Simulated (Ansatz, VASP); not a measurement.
## Two plane-wave programs on Se

```
CELL_PARAMETERS angstrom
1.39427 -4.03900 0.00000
1.39427 4.03900 0.00000
0.00000 0.00000 4.61343
ATOMIC_POSITIONS crystal
Se 0.93566 0.06434 0.25000
Se 0.06434 0.93566 0.75000
```

Alike in both runs: task electric field gradients; functional PBE; k mesh 6 × 6 × 4; occupations gaussian, width 0.1 eV; no spin polarisation.

|  | VASP | Ansatz |
| --- | --- | --- |
| version | VASP 6.6.1 | Ansatz 0.2.0 |
| potentials or method | VASP PAW PBE potentials, release 64 (Se) | scalar-relativistic, plane waves, PAW |
| plane-wave cutoff (eV) | 520 | 420 |
| valence electrons in the cell | 12 | 32 |

```csv
,VASP,Ansatz,Ansatz less VASP
gap on the k mesh at the Fermi level (eV),none,none,-
pressure (GPa),1.6,1.6,-0.05
largest component of the traceless stress (GPa),4.08,4.12,+0.037
rms of the force components (eV/Å),0.177,0.179,+0.0021
```

Atom by atom the forces differ by 0.002 eV/Å (rms over components). A gap of «none» marks a metal or a gap that the smearing closes. The two sets of potentials don't hold the same shells in valence.

Caveats: the k mesh is coarse (spacing up to 0.40 Å⁻¹), so the values aren't converged.
